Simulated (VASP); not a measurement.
# SnSe (Fm-3m) in VASP: a series of runs, part 2 of 2

VASP 6.6.1.

**5. Single point, HSE06**

Input file POSCAR:

```
SnSe
1.0
    0.0000000000      3.0100000000      3.0100000000
    3.0100000000      0.0000000000      3.0100000000
    3.0100000000      3.0100000000      0.0000000000
Sn Se
1 1
Direct
    0.0000000000      0.0000000000      0.0000000000
    0.5000000000      0.5000000000      0.5000000000
```

Input file INCAR.step1:

```
SYSTEM = SnSe
PREC = Accurate
ENCUT = 350
EDIFF = 1E-5
ISMEAR = 0
SIGMA = 0.01
LREAL = .FALSE.
LASPH = .TRUE.
NELM = 100
ALGO = Normal
ISIF = 2
LWAVE = .TRUE.
LCHARG = .FALSE.
NKRED = 1
NBANDS = 18
GGA = PE
```

Input file INCAR.step2:

```
SYSTEM = SnSe
PREC = Accurate
ENCUT = 350
EDIFF = 1E-6
ISMEAR = 0
SIGMA = 0.01
LREAL = .FALSE.
LASPH = .TRUE.
NELM = 100
ALGO = Normal
ISIF = 2
LWAVE = .FALSE.
LCHARG = .FALSE.
GGA = PE
LHFCALC = .TRUE.
HFSCREEN = 0.2
PRECFOCK = Normal
NKRED = 1
NBANDS = 18
ISTART = 1
```

Input file KPOINTS:

```
regular mesh
0
G
  3 3 3
  0 0 0
```

Potentials or basis: VASP PAW PBE potentials, release 64 (Sn_d, Se).

Launch:

```bash
$ cat potpaw_PBE.64/Sn_d/POTCAR potpaw_PBE.64/Se/POTCAR > POTCAR
$ cp INCAR.step1 INCAR
$ mpirun -np 1 vasp_std > vasp.out
$ cp INCAR.step2 INCAR
$ mpirun -np 1 vasp_std > vasp.out
```

OUTCAR:

```text
SYSTEM = SnSe
   PREC = Accurate
   ENCUT = 350
   EDIFF = 1E-6
   ISMEAR = 0
   LREAL = .FALSE.
   LASPH = .TRUE.
   NELM = 100
   ISIF = 2
   GGA = PE
   LHFCALC = .TRUE.
   HFSCREEN = 0.2
   PRECFOCK = Normal
   NKRED = 1
   ISTART = 1

 Found      4 irreducible k-points:

 Following reciprocal coordinates:
            Coordinates               Weight
  0.000000  0.000000  0.000000      1.000000
  0.333333  0.000000  0.000000      8.000000
  0.333333  0.333333  0.000000      6.000000
 -0.333333  0.333333  0.000000     12.000000
   k-points           NKPTS =      4   k-points in BZ     NKDIM =     27   number of bands    NBANDS=     18
   number of dos      NEDOS =    301   number of ions     NIONS =      2
   total plane-waves  NPLWV =  21952
   dimension x,y,z NGX =    28 NGY =   28 NGZ =   28
   dimension x,y,z NGXF=    56 NGYF=   56 NGZF=   56
   ions per type =               1   1
   NGX,Y,Z   is equivalent  to a cutoff of  10.94, 10.94, 10.94 a.u.
   NGXF,Y,Z  is equivalent  to a cutoff of  21.87, 21.87, 21.87 a.u.
 SYSTEM =  SnSe
   PREC   = accura    normal or accurate (medium, high low for compatibility)
   ISTART =      1    job   : 0-new  1-cont  2-samecut
   ICHARG =      0    charge: 1-file 2-atom 10-const
   ISPIN  =      1    spin polarized calculation?
   LNONCOLLINEAR =      F non collinear calculations
   LSORBIT =      F    spin-orbit coupling
   LASPH  =      T    aspherical Exc in radial PAW
   ENCUT  =  350.0 eV  25.72 Ry    5.07 a.u.   6.49  6.49  6.49*2*pi/ulx,y,z
   NELM   =    100;   NELMIN=  2; NELMDL=  0     # of ELM steps
   EDIFF  = 0.1E-05   stopping-criterion for ELM
   LREAL  =      F    real-space projection
   EDIFFG = 0.1E-04   stopping-criterion for IOM
   NSW    =      0    number of steps for IOM
   IBRION =     -1    ionic relax: 0-MD 1-quasi-New 2-CG
   NFREE  =      0    steps in history (QN), initial steepest desc. (CG)
   ISIF   =      2    stress and relaxation
   ISYM   =      3    0-nonsym 1-usesym 2-fastsym
   POTIM  = 0.5000    time-step for ionic-motion
   TEBEG  =    0.0;   TEEND  =   0.0 temperature during run
   PSTRESS=    0.0 pullay stress
   NELECT =      20.0000    total number of electrons
   NUPDOWN=      -1.0000    fix difference up-down
   EMIN   =  10.00;   EMAX   =-10.00  energy-range for DOS
   EFERMI =   0.00;   METHOD = LEGACY
   ISMEAR =     0;   SIGMA  =   0.01  broadening in eV -4-tet -1-fermi 0-gaus
   EFERMI_NEDOS =   21; number of points for ismear=-14 and -15
   IALGO  =     38    algorithm
   IMIX   =      1    mixing-type and parameters
     AMIX     =   0.40;   BMIX     =  1.00
     AMIX_MAG =   1.60;   BMIX_MAG =  1.00
  volume/ion in A,a.u.               =      27.27       184.03
  Fermi-wavevector in a.u.,A,eV,Ry     =   1.171768  2.214321 18.681350  1.373040
  Thomas-Fermi vector in A             =   2.308207
   LORBIT       =      0    0 simple, 1 ext, 2 COOP (PROOUT), +10 PAW based schemes
   GGA     = PE    functional components
   LHFCALC =     T    Hartree Fock is set to
   PRECFOCK=normal    Normal, Fast or Accurate (Low or Medium for compatibility)
   ENCUT4O =  -1.0   cutoff for four orbital integrals eV
   NKREDX  =     1    reduce k-point grid by
   NKREDY  =     1    reduce k-point grid by
   NKREDZ  =     1    reduce k-point grid by
   AEXX    =    0.2500 exact exchange contribution
   HFSCREEN=    0.2000 screening length (either q_TF or 0.3 A-1)
   HFSCREENC=   0.2000 screening length for correlation (either q_TF or 0.3 A-1)
   ENCUTFOCK=  -1.0 apply spherical cutoff to Coloumb kernel
   IVDW    =     0    specifies the selected vdW correction
   LEPSILON=     F    determine dielectric tensor
   LRPA    =     F    only Hartree local field effects (RPA)
 non-spin polarized calculation
 Gauss-broadening in eV      SIGMA  =   0.01
  energy-cutoff  :      350.00
  volume of cell :       54.54
 maximum number of plane-waves:       869
 NGX is ok and might be reduce to    28
  NGX = 20; NGY = 20; NGZ = 20

 number of electron      19.9999997 magnetization

 Free energy of the ion-electron system (eV)
  ---------------------------------------------------
  ext. energy  EPLUGINS =         0.00000000
  ---------------------------------------------------
  free energy    TOTEN  =       -10.01912199 eV

  energy without entropy =      -10.01912199  energy(sigma->0) =      -10.01912199

 E-fermi :   4.9460     XC(G=0):  -8.0077

 val. band max:        4.7978076416   @ k =   0.3333   0.0000   0.0000
 cond. band min:       7.1580233853   @ k =   0.3333   0.0000   0.0000
 fundamental gap:      2.3602157437
 Fermi energy:         4.9459566681

 k-point     1 :       0.0000    0.0000    0.0000
  band No.  band energies     occupation
      1     -18.5791      2.00000
      2     -18.5791      2.00000
      3     -18.5732      2.00000
      4     -18.5732      2.00000
      5     -18.5732      2.00000
      6     -10.1026      2.00000
[... 10 lines left out ...]
     17      14.1972      0.00000
     18      14.1972      0.00000

 k-point     2 :       0.3333    0.0000    0.0000
  band No.  band energies     occupation
      1     -18.5854      2.00000
      2     -18.5854      2.00000
      3     -18.5712      2.00000
      4     -18.5638      2.00000
      5     -18.5638      2.00000
      6      -9.3855      2.00000
[... 10 lines left out ...]
     17      18.1140      0.00000
     18      19.2704      0.00000

 k-point     3 :       0.3333    0.3333    0.0000
  band No.  band energies     occupation
      1     -18.6008      2.00000
      2     -18.5781      2.00000
      3     -18.5727      2.00000
      4     -18.5592      2.00000
      5     -18.5592      2.00000
      6      -9.1536      2.00000
[... 10 lines left out ...]
     17      17.1641      0.00000
     18      17.1641      0.00000

 k-point     4 :      -0.3333    0.3333    0.0000
  band No.  band energies     occupation
      1     -18.5975      2.00000
      2     -18.5803      2.00000
      3     -18.5693      2.00000
      4     -18.5625      2.00000
      5     -18.5589      2.00000
      6      -8.8134      2.00000
[... 10 lines left out ...]
     17      17.7864      0.00000
     18      20.1753      0.00000

------------------------ aborting loop because EDIFF is reached ----------------------------------------

  FORCE on cell =-STRESS in cart. coord.  units (eV):
  Direction    XX          YY          ZZ          XY          YZ          ZX
  --------------------------------------------------------------------------------------
  -------------------------------------------------------------------------------------
  Total       -0.7967740     -0.7967740     -0.7967740     -0.0000000     -0.0000000      0.0000000
  in kB      -23.4054095    -23.4054095    -23.4054095     -0.0000000     -0.0000000      0.0000000
  external PRESSURE =     -23.4054095 kB  Pullay stress =       0.0000000 kB

 VOLUME and BASIS-vectors are now :
 -----------------------------------------------------------------------------
  energy-cutoff  :      350.00
  volume of cell :       54.54
      direct lattice vectors                 reciprocal lattice vectors
     0.000000000  3.010000000  3.010000000    -0.166112957  0.166112957  0.166112957
     3.010000000  0.000000000  3.010000000     0.166112957 -0.166112957  0.166112957
     3.010000000  3.010000000  0.000000000     0.166112957  0.166112957 -0.166112957

 POSITION                                       TOTAL-FORCE (eV/Angst)
 -----------------------------------------------------------------------------------
      0.00000      0.00000      0.00000        -0.000000      0.000000     -0.000000
      3.01000      3.01000      3.01000         0.000000     -0.000000      0.000000
 -----------------------------------------------------------------------------------
    total drift:                               -0.000000     -0.000004     -0.000000

  FREE ENERGIE OF THE ION-ELECTRON SYSTEM (eV)
  ---------------------------------------------------
  free  energy   TOTEN  =       -10.0191219854 eV

  energy  without entropy=      -10.0191219854  energy(sigma->0) =      -10.01912199
```

Run time: 91 s. Hardware: 1 thread of AMD EPYC 7R43 (Zen 3), shared host; peak memory 0.22 GiB.

These settings aren't checked as converged: the numbers below hold their error.

What came out:

```yaml
Free_energy: -10.0191 eV
Pressure: -2.3 GPa
```

Caveat: the k mesh is coarse (spacing up to 0.60 Å⁻¹), so the values aren't converged, least of all with exact exchange; this odd mesh misses L, where the gap lies, so gap, dielectric constants and Born charges aren't listed; the PAW data sets were made with another functional, which shifts forces and pressure a little.

**6. For comparison**

An earlier run on the cell as given: functional PBEsol; potentials or basis VASP PAW PBE potentials, release 64 (Sn_d, Se); cutoff 520 eV; k mesh 8 × 8 × 8; occupations fermi-dirac, width 0.05 eV; no spin polarisation.

* Pressure: -1.9 GPa
* Band gap on the k mesh: 0.65 eV, direct
